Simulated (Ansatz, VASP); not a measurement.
**Two plane-wave programs on LiCl**

INCAR

```
  ALGO = Normal
  EDIFF = 1E-7
  ENCUT = 520
  GGA = CA
  ISIF = 2
  ISMEAR = 0
  LASPH = T
  LCHARG = F
  LREAL = F
  LWAVE = F
  NBANDS = 12
  NELM = 80
  PREC = Accurate
  SIGMA = 0.01
```

Contents of KPOINTS:

```
k-points
0
Gamma
  6 6 6
```

POSCAR

```
LiCl
1.0
    3.2711235777      0.0000000000      0.0000000000
    0.0000000000      3.2711235777      0.0000000000
    0.0000000000      0.0000000000      3.2711235777
Li Cl
1 1
Direct
    0.0000000000      0.0000000000      0.0000000000
    0.5000000000      0.5000000000      0.5000000000
```

Input for Ansatz:

```yaml
crystal:
  lattice:
    - [3.2711235777, 0.0, 0.0]
    - [0.0, 3.2711235777, 0.0]
    - [0.0, 0.0, 3.2711235777]
  atoms:
    - { symbol: Li, position: [0.0, 0.0, 0.0] }
    - { symbol: Cl, position: [0.5, 0.5, 0.5] }
kpoints:
  mp_grid: { grid: [6, 6, 6] }
hamiltonian:
  xc: lda
scf:
  occupations: { method: fixed }
  n_extra_bands: 4
output:
  forces: true
  stress: true
  eigenvalues: true
```

Alike in both runs: task single point; functional LDA; k mesh 6 × 6 × 6; no spin polarisation.

```csv
,VASP,Ansatz
version,VASP 6.6.1,Ansatz 0.2.0
potentials or method,"VASP PAW LDA potentials, release 64 (Li_sv, Cl)",plane waves
plane-wave cutoff (eV),520,420
occupations,"gaussian, width 0.01 eV",fixed
valence electrons in the cell,10,10
```

VASP gave:

```
gap on the k mesh at the Fermi level (eV) : 4.16
```

Q: What did Ansatz give for the same quantities?

A: gap on the k mesh at the Fermi level (eV): 4.14.

 A hybrid or GW would open this gap; LDA tends to underestimate it. A k mesh can miss the band edges.
